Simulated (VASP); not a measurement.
# Nb (Im-3m) in VASP: further runs

Aim: see how the results for Nb move with the level of theory and the settings. Levels: RPBE, PBEsol. Tasks: band structure.

Program: VASP 6.6.1. These are calculated values, not measurements. Logs are shortened: lines on timing, memory, paths and dates and some standing lists are left out, and cuts for length are marked.

### 1 Starting point

It takes space group Im-3m (No. 229, cubic). Conventional cell: a = 3.325 Å, b = 3.325 Å, c = 3.325 Å, α = 90.00°, β = 90.00°, γ = 90.00°. Nb (site symmetry m-3m) has 8 Nb at 2.88 Å as nearest neighbours.

### 2 Band structure, RPBE

INCAR

```
ALGO = Normal
EDIFF = 1E-6
ENCUT = 520
GGA = RP
ICORELEVEL = 1
ISIF = 2
ISMEAR = 1
LASPH = True
LCHARG = False
LMAXMIX = 4
LREAL = False
LWAVE = False
NBANDS = 12
NELM = 80
PREC = Accurate
SIGMA = 0.1
```

KPOINTS

```
k-points
0
Gamma
  16 16 16
```

POSCAR

```
Nb                                      
1.0
   -1.6626664559      1.6626664559      1.6626664559
    1.6626664559     -1.6626664559      1.6626664559
    1.6626664559      1.6626664559     -1.6626664559
  Nb            
     1
Direct
     0.0000000000000000    0.0000000000000000    0.0000000000000000
```

KPOINTS_OPT

```
explicit points
64
Reciprocal
 0.0000000000  0.0000000000  0.0000000000 1
 0.0555555556 -0.0555555556  0.0555555556 1
 0.1111111111 -0.1111111111  0.1111111111 1
 0.1666666667 -0.1666666667  0.1666666667 1
 0.2222222222 -0.2222222222  0.2222222222 1
 0.2777777778 -0.2777777778  0.2777777778 1
 0.3333333333 -0.3333333333  0.3333333333 1
 0.3888888889 -0.3888888889  0.3888888889 1
 0.4444444444 -0.4444444444  0.4444444444 1
 0.5000000000 -0.5000000000  0.5000000000 1
 0.5000000000 -0.5000000000  0.5000000000 1
 0.4444444444 -0.4444444444  0.5000000000 1
 0.3888888889 -0.3888888889  0.5000000000 1
 0.3333333333 -0.3333333333  0.5000000000 1
 0.2777777778 -0.2777777778  0.5000000000 1
 0.2222222222 -0.2222222222  0.5000000000 1
 0.1666666667 -0.1666666667  0.5000000000 1
 0.1111111111 -0.1111111111  0.5000000000 1
 0.0555555556 -0.0555555556  0.5000000000 1
 0.0000000000  0.0000000000  0.5000000000 1
 0.0000000000  0.0000000000  0.5000000000 1
 0.0000000000  0.0000000000  0.4444444444 1
 0.0000000000  0.0000000000  0.3888888889 1
 0.0000000000  0.0000000000  0.3333333333 1
 0.0000000000  0.0000000000  0.2777777778 1
 0.0000000000  0.0000000000  0.2222222222 1
 0.0000000000  0.0000000000  0.1666666667 1
 0.0000000000  0.0000000000  0.1111111111 1
 0.0000000000  0.0000000000  0.0555555556 1
 0.0000000000  0.0000000000  0.0000000000 1
 0.0000000000  0.0000000000  0.0000000000 1
 0.0277777778  0.0277777778  0.0277777778 1
 0.0555555556  0.0555555556  0.0555555556 1
 0.0833333333  0.0833333333  0.0833333333 1
 0.1111111111  0.1111111111  0.1111111111 1
 0.1388888889  0.1388888889  0.1388888889 1
 0.1666666667  0.1666666667  0.1666666667 1
 0.1944444444  0.1944444444  0.1944444444 1
 0.2222222222  0.2222222222  0.2222222222 1
 0.2500000000  0.2500000000  0.2500000000 1
 0.2500000000  0.2500000000  0.2500000000 1
 0.2777777778  0.1666666667  0.2777777778 1
 0.3055555556  0.0833333333  0.3055555556 1
 0.3333333333  0.0000000000  0.3333333333 1
 0.3611111111 -0.0833333333  0.3611111111 1
 0.3888888889 -0.1666666667  0.3888888889 1
 0.4166666667 -0.2500000000  0.4166666667 1
 0.4444444444 -0.3333333333  0.4444444444 1
 0.4722222222 -0.4166666667  0.4722222222 1
 0.5000000000 -0.5000000000  0.5000000000 1
 0.2500000000  0.2500000000  0.2500000000 1
 0.2222222222  0.2222222222  0.2777777778 1
 0.1944444444  0.1944444444  0.3055555556 1
 0.1666666667  0.1666666667  0.3333333333 1
 0.1388888889  0.1388888889  0.3611111111 1
 0.1111111111  0.1111111111  0.3888888889 1
 0.0833333333  0.0833333333  0.4166666667 1
 0.0555555556  0.0555555556  0.4444444444 1
 0.0277777778  0.0277777778  0.4722222222 1
 0.0000000000  0.0000000000  0.5000000000 1
 0.0000000000  0.0000000000  0.0000000000 1
 0.5000000000 -0.5000000000  0.5000000000 1
 0.2500000000  0.2500000000  0.2500000000 1
 0.0000000000  0.0000000000  0.5000000000 1
```

Potentials or basis: VASP PAW PBE potentials, release 64 (Nb_sv).

Launch:

```console
> cat potpaw_PBE.64/Nb_sv/POTCAR > POTCAR
> mpirun -np 1 vasp_std > vasp.out
```

OUTCAR:

```text
EDIFF = 1E-6
   ENCUT = 520
   GGA = RP
   ISIF = 2
   ISMEAR = 1
   LASPH = True
   LREAL = False
   NELM = 80
   PREC = Accurate

 ion  position               nearest neighbor table
   1  0.000  0.000  0.000-

  LATTYP: Found a body centered cubic cell.
 ALAT       =     3.3253329118

  Lattice vectors:

 A1 = (  -1.6626664559,   1.6626664559,   1.6626664559)
 A2 = (   1.6626664559,  -1.6626664559,   1.6626664559)
 A3 = (   1.6626664559,   1.6626664559,  -1.6626664559)

Analysis of symmetry for initial positions (statically):
=====================================================================
 Subroutine PRICEL returns:
 Original cell was already a primitive cell.

 Routine SETGRP: Setting up the symmetry group for a
 body centered cubic supercell.

 Subroutine GETGRP returns: Found 48 space group operations
 (whereof 48 operations were pure point group operations)
 out of a pool of 48 trial point group operations.

The static configuration has the point symmetry O_h .

Analysis of symmetry for dynamics (positions and initial velocities):
=====================================================================
 Subroutine PRICEL returns:
 Original cell was already a primitive cell.

 Routine SETGRP: Setting up the symmetry group for a
 body centered cubic supercell.

 Subroutine GETGRP returns: Found 48 space group operations
 (whereof 48 operations were pure point group operations)
 out of a pool of 48 trial point group operations.

The dynamic configuration has the point symmetry O_h .

 Subroutine INISYM returns: Found 48 space group operations
 (whereof 48 operations are pure point group operations),
 and found     1 'primitive' translations

----------------------------------------------------------------------------------------

                                     Primitive cell

  volume of cell :      18.3855

  direct lattice vectors                    reciprocal lattice vectors
    -1.662666456  1.662666456  1.662666456     0.000000000  0.300721770  0.300721770
     1.662666456 -1.662666456  1.662666456     0.300721770  0.000000000  0.300721770
     1.662666456  1.662666456 -1.662666456     0.300721770  0.300721770  0.000000000

  length of vectors
     2.879822778  2.879822778  2.879822778     0.425284806  0.425284806  0.425284806
[... 87 lines left out ...]
   POTIM  = 0.5000    time-step for ionic-motion
   TEBEG  =    0.0;   TEEND  =   0.0 temperature during run
   PSTRESS=    0.0 pullay stress
   NELECT =      13.0000    total number of electrons
   NUPDOWN=      -1.0000    fix difference up-down
   EMIN   =  10.00;   EMAX   =-10.00  energy-range for DOS
   EFERMI =   0.00;   METHOD = LEGACY
   ISMEAR =     1;   SIGMA  =   0.10  broadening in eV -4-tet -1-fermi 0-gaus
   EFERMI_NEDOS =   21; number of points for ismear=-14 and -15
   IALGO  =     38    algorithm
   IMIX   =      4    mixing-type and parameters
     AMIX     =   0.40;   BMIX     =  1.00
     AMIX_MAG =   1.60;   BMIX_MAG =  1.00
  volume/ion in A,a.u.               =      18.39       124.07
  Fermi-wavevector in a.u.,A,eV,Ry     =   1.458470  2.756109 28.941423  2.127135
  Thomas-Fermi vector in A             =   2.575151
   LORBIT       =      0    0 simple, 1 ext, 2 COOP (PROOUT), +10 PAW based schemes
   GGA     = RP    functional components
   LHFCALC =     F    Hartree Fock is set to
   AEXX    =    0.0000 exact exchange contribution
   IVDW    =     0    specifies the selected vdW correction
   LEPSILON=     F    determine dielectric tensor
   LRPA    =     F    only Hartree local field effects (RPA)
 non-spin polarized calculation
 Methfessel and Paxton  Order N= 1 SIGMA  =   0.10
  energy-cutoff  :      520.00
  volume of cell :       18.39
 maximum number of plane-waves:       531
 NGX is ok and might be reduce to    24
   NGX = 11   NGY = 11   NGZ = 11

 number of electron      12.9999999 magnetization

 Free energy of the ion-electron system (eV)
  ---------------------------------------------------
  ext. energy  EPLUGINS =         0.00000000
  ---------------------------------------------------
  free energy    TOTEN  =        -9.70008569 eV

  energy without entropy =       -9.69953570  energy(sigma->0) =       -9.69990236

 the core state eigenenergies are
   1-  1s -18790.2061  2s  -2615.4047  2p  -2333.5097  3s   -423.8729  3p   -331.7587
       3d   -181.2798

 E-fermi :  10.9820     XC(G=0): -12.3269

 val. band max:       10.9711324882   @ k =  -0.2500   0.3125   0.1250
 cond. band min:      10.9900741709   @ k =   0.3125   0.1875   0.0000
 fundamental gap:      0.0189416828
 Fermi energy:        10.9820185701

 k-point     1 :       0.0000    0.0000    0.0000
  band No.  band energies     occupation
      1     -43.4409      2.00000
      2     -18.7831      2.00000
      3     -18.7831      2.00000
      4     -18.7831      2.00000
      5       5.0737      2.00000
      6      11.3494     -0.00000
      7      11.3494     -0.00000
      8      11.3494     -0.00000
      9      14.1922      0.00000
     10      14.1922      0.00000
     11      25.1211      0.00000
     12      25.1211      0.00000
[... 331 lines left out ...]
 k-point    24 :       0.2500    0.1875    0.0000
  band No.  band energies     occupation
      1     -43.2419      2.00000
      2     -19.7779      2.00000
      3     -19.1933      2.00000
      4     -18.8926      2.00000
      5       8.2890      2.00000
      6       9.7316      2.00000
      7      10.5402      2.00000
      8      13.6327      0.00000
      9      14.9278      0.00000
     10      16.7338      0.00000
     11      23.8105      0.00000
     12      25.3792      0.00000

 [... further k-points ...]

------------------------ aborting loop because EDIFF is reached ----------------------------------------

  FORCE on cell =-STRESS in cart. coord.  units (eV):
  Direction    XX          YY          ZZ          XY          YZ          ZX
  --------------------------------------------------------------------------------------
  -------------------------------------------------------------------------------------
  Total       -0.0002718     -0.0002718     -0.0002718      0.0000000     -0.0000000      0.0000000
  in kB       -0.0236881     -0.0236881     -0.0236881      0.0000000     -0.0000000      0.0000000
  external PRESSURE =      -0.0236881 kB  Pullay stress =       0.0000000 kB

 VOLUME and BASIS-vectors are now :
 -----------------------------------------------------------------------------
  energy-cutoff  :      520.00
  volume of cell :       18.39
      direct lattice vectors                 reciprocal lattice vectors
    -1.662666456  1.662666456  1.662666456     0.000000000  0.300721770  0.300721770
     1.662666456 -1.662666456  1.662666456     0.300721770  0.000000000  0.300721770
     1.662666456  1.662666456 -1.662666456     0.300721770  0.300721770  0.000000000

 POSITION                                       TOTAL-FORCE (eV/Angst)
 -----------------------------------------------------------------------------------
      0.00000      0.00000      0.00000         0.000000     -0.000000      0.000000
 -----------------------------------------------------------------------------------
    total drift:                               -0.000000      0.000000      0.000000

  FREE ENERGIE OF THE ION-ELECTRON SYSTEM (eV)
  ---------------------------------------------------
  free  energy   TOTEN  =        -9.7000856866 eV

  energy  without entropy=       -9.6995357000  energy(sigma->0) =       -9.69990236
```

Run time: 23 s. Hardware: 1 thread of AMD EPYC 9R45 (Zen 5), shared host; peak memory 0.14 GiB.

What came out:

* Free energy: -9.7001 eV
* Pressure: 0.0 GPa
* Band gap along the path: none (metal or under the smearing width)

Levels at the corners of the path, in eV from the Fermi level:
| point | band 3 | band 4 | band 5 | band 6 | band 7 | band 8 | band 9 | band 10 |
| --- | --- | --- | --- | --- | --- | --- | --- | --- |
| Γ | -29.77 | -29.77 | -5.91 | 0.37 | 0.37 | 0.37 | 3.21 | 3.21 |
| H | -30.64 | -30.64 | -3.61 | -3.61 | 5.44 | 5.44 | 5.44 | 8.90 |
| H | -30.64 | -30.64 | -3.61 | -3.61 | 5.44 | 5.44 | 5.44 | 8.90 |
| N | -30.17 | -29.78 | -3.64 | -1.60 | 2.16 | 3.23 | 3.89 | 6.19 |
| N | -30.17 | -29.78 | -3.64 | -1.60 | 2.16 | 3.23 | 3.89 | 6.19 |
| Γ | -29.77 | -29.77 | -5.91 | 0.37 | 0.37 | 0.37 | 3.21 | 3.21 |
| Γ | -29.77 | -29.77 | -5.91 | 0.37 | 0.37 | 0.37 | 3.21 | 3.21 |
| P | -30.41 | -30.41 | -1.09 | -1.09 | -1.09 | 4.02 | 4.02 | 9.22 |
| P | -30.41 | -30.41 | -1.09 | -1.09 | -1.09 | 4.02 | 4.02 | 9.22 |
| H | -30.64 | -30.64 | -3.61 | -3.61 | 5.44 | 5.44 | 5.44 | 8.90 |
| P | -30.41 | -30.41 | -1.09 | -1.09 | -1.09 | 4.02 | 4.02 | 9.22 |
| N | -30.17 | -29.78 | -3.64 | -1.60 | 2.16 | 3.23 | 3.89 | 6.19 |

Core levels (eV, on the scale of the bands):
```tsv
atom	levels
1 Nb	1s -18790.2, 2s -2615.4, 2p -2333.5, 3s -423.9, 3p -331.8, 3d -181.3
```

Caveat: the PAW data sets were made with another functional, which shifts forces and pressure a little.

### 3 Band structure, PBEsol

This run uses another cell than the first one, of 17.46 Å³/atom, 0.949 times its volume.

INCAR

```
ALGO     = Normal         # electronic algorithm
EDIFF    = 1E-6           # SCF threshold, eV
ENCUT    = 520            # plane-wave cutoff, eV
GGA      = PS             # functional
ICORELEVEL= 1            
ISIF     = 2              # what is computed and relaxed
ISMEAR   = 1              # smearing method
LASPH    = T              # aspherical terms in the spheres
LCHARG   = F              # write CHGCAR
LMAXMIX  = 4              # l up to which the mixer works
LREAL    = F              # projectors in reciprocal space
LWAVE    = F              # write WAVECAR
NBANDS   = 12             # bands
NELM     = 80             # most SCF steps
PREC     = Accurate       # precision mode
SIGMA    = 0.1            # smearing width, eV
```

KPOINTS is that of step 2.

POSCAR

```
Nb                                      
1.0
   -1.6341561491      1.6341561491      1.6341561491
    1.6341561491     -1.6341561491      1.6341561491
    1.6341561491      1.6341561491     -1.6341561491
  Nb            
     1
Direct
     0.0000000000000000    0.0000000000000000    0.0000000000000000
```

KPOINTS_OPT

```
explicit points
124
Reciprocal
 0.0000000000  0.0000000000  0.0000000000 1
 0.0263157895 -0.0263157895  0.0263157895 1
 0.0526315789 -0.0526315789  0.0526315789 1
 0.0789473684 -0.0789473684  0.0789473684 1
 0.1052631579 -0.1052631579  0.1052631579 1
 0.1315789474 -0.1315789474  0.1315789474 1
[... 116 lines left out ...]
 0.2500000000  0.2500000000  0.2500000000 1
 0.0000000000  0.0000000000  0.5000000000 1
```

Potentials or basis: VASP PAW PBE potentials, release 64 (Nb_sv).

Launch:

```console
> cat potpaw_PBE.64/Nb_sv/POTCAR > POTCAR
> mpirun -np 1 vasp_std > vasp.out
```

Run time: 80 s. Hardware: 1 thread of AMD EPYC 7R43 (Zen 3), shared host; peak memory 0.14 GiB.

Results (log left out):

```
Free energy             : -10.9549 eV
Pressure                : 0.0 GPa
Band gap along the path : none (metal or under the smearing width)
```

Levels at the corners of the path, in eV from the Fermi level:
```csv
point,band 3,band 4,band 5,band 6,band 7,band 8,band 9,band 10
Γ,-29.47,-29.47,-6.03,0.36,0.36,0.36,3.37,3.37
H,-30.50,-30.50,-3.92,-3.92,5.86,5.86,5.86,9.32
H,-30.50,-30.50,-3.92,-3.92,5.86,5.86,5.86,9.32
N,-29.95,-29.49,-3.87,-1.76,2.44,3.43,4.14,6.68
N,-29.95,-29.49,-3.87,-1.76,2.44,3.43,4.14,6.68
Γ,-29.47,-29.47,-6.03,0.36,0.36,0.36,3.37,3.37
Γ,-29.47,-29.47,-6.03,0.36,0.36,0.36,3.37,3.37
P,-30.24,-30.24,-1.11,-1.11,-1.11,4.28,4.28,9.68
P,-30.24,-30.24,-1.11,-1.11,-1.11,4.28,4.28,9.68
H,-30.50,-30.50,-3.92,-3.92,5.86,5.86,5.86,9.32
P,-30.24,-30.24,-1.11,-1.11,-1.11,4.28,4.28,9.68
N,-29.95,-29.49,-3.87,-1.76,2.44,3.43,4.14,6.68
```

Core levels (eV, on the scale of the bands):
| atom | levels |
| --- | --- |
| 1 Nb | 1s -18789.5, 2s -2614.7, 2p -2332.8, 3s -423.1, 3p -331.0, 3d -180.5 |

Caveat: the PAW data sets were made with another functional, which shifts forces and pressure a little.
